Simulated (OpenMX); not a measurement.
## As under changes of volume

One of the cells (21.961 Å³/atom); the others are scaled copies at fixed shape and fractional positions:

```
As
1.0
     1.89325    1.09307    3.53733
    -1.89325    1.09307    3.53733
     0.00000   -2.18614    3.53733
As
2
Direct
  0.22600 0.22600 0.22600
  0.77400 0.77400 0.77400
```

```yaml
Program: OpenMX 3.8.5
Functional: PBE
Potentials_or_basis: OpenMX 2013 PBE set, As7.0-s3p2d2, fixed grid of 42 × 42 × 42 points
k_mesh: 9 × 9 × 9
Occupations: fermi-dirac, width 0.05 eV
Spin: no spin polarisation
```

```tsv
volume (Å³/atom)	energy over the lowest point (meV/atom)	largest force (eV/Å)
20.239	108.25	1.772
20.669	?	?
21.100	52.56	1.360
21.961	17.60	0.989
22.392	6.85	0.873
22.822	0.00	0.781
```

**Question.** What does the run at 20.669 Å³/atom give?

**Answer.** Energy over the lowest point 77.47 meV/atom; largest force 1.505 eV/Å.

Worked out: A Birch-Murnaghan fit of order 3 (a polynomial in V^(-2/3)) to the other rows has its minimum at 23.45 Å³/atom, just outside them, with B0 = V·E''(V) = 64 GPa and B' = 3.8 at fixed shape and positions, which overstates the stiffness. It gives 77.60 meV/atom at 20.669 Å³/atom, against the run's 77.47.

Energies are extrapolated to zero smearing.

Caveats: the basis has few d functions beyond the semicore shells, which can make volumes several per cent too large; the basis of atomic orbitals isn't converged, which shifts pressures, moduli and gaps; forces of over 1 eV/Å show positions far from the minimum, so gaps and moduli don't describe the material at rest (some runs).
